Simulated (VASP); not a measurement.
## MgSe: single point with PBE

MgSe:

```
Mg Se
1.0
     0.00000    2.72550    2.72550
     2.72550    0.00000    2.72550
     2.72550    2.72550    0.00000
Mg Se
1 1
Direct
  0.00000 0.00000 0.00000
  0.50000 0.50000 0.50000
```

```yaml
Program: VASP 6.6.1
Task: single point
Functional: PBE
Potentials_or_basis: VASP PAW PBE potentials, release 64 (Mg, Se)
Cutoff: 520 eV
k_mesh: 7 × 7 × 7
Occupations: gaussian, width 0.05 eV
Spin: no spin polarisation
Further_INCAR_settings: ALGO = Normal; EDIFF = 1e-05
```

- Pressure: 1.9 GPa
- Band gap on the k mesh: 2.01 eV, indirect (least direct gap 2.60 eV)

Levels at points of the mesh, in eV from the valence-band top:
```
           k point  band 2  band 3  band 4  band 5  band 6  band 7
(0.00, 0.00, 0.00)    0.00    0.00    0.00    2.60    7.41    7.41
```

It took 16 s on 1 thread of AMD EPYC 7R43 64-Core Processor (Zen 3), on a shared host, peak memory 0.13 GiB.

Caveat: an odd mesh through Γ misses points on the zone boundary, where band edges often lie.
